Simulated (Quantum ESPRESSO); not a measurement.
Runs of Quantum ESPRESSO 7.5 on MoS2. Symmetry: R3m, No. 160, trigonal system. Conventional cell: a = 3.163 Å, b = 3.163 Å, c = 18.370 Å, α = 90.00°, β = 90.00°, γ = 120.00°. Around Mo (site symmetry 3m) lie 6 S at 2.36 Å. S (site symmetry 3m) has 3 Mo at 2.36 Å as nearest neighbours. S (site symmetry 3m) is surrounded by 3 Mo at 2.36 Å. Measurements of this composition are mostly on another form, of space group No. 194.

```csv
level,form of the LDA correlation,gap on the mesh (eV),pressure (GPa),moment (μB),largest force (eV/Å)
PW91+U,-,0.63,(a),0.00,1.33
RPBE+U,-,0.65,11.8,0.00,(c)
revPBE+U,-,0.65,11.2,0.00,1.31
PBEsol+U,-,0.61,(b),0.00,1.04
LDA+U,PZ81,0.59,2.9,0.00,0.98
```

Alike in all rows: task single point; potentials or basis SPMS 1.0 PBE; spin collinear, antiferromagnetic start; Mo d U = 2 eV; cell as given; k mesh 2 × 3 × 4; cutoff (eV) 952; smearing gaussian 0.05 eV; the mesh is coarse, so values aren't converged.

Q: Fill in the values left out.

A: (a) 10.0; (b) 4.8; (c) 1.32.

Caveats: all runs use coarse meshes; the potentials were made for another functional, which shifts forces and pressure; an odd mesh through Γ misses points on the zone boundary, where band edges often lie.

A k mesh can miss the band edges, and the runs leave out spin-orbit coupling on Mo.

Runs at the PBE level aren't shown here.
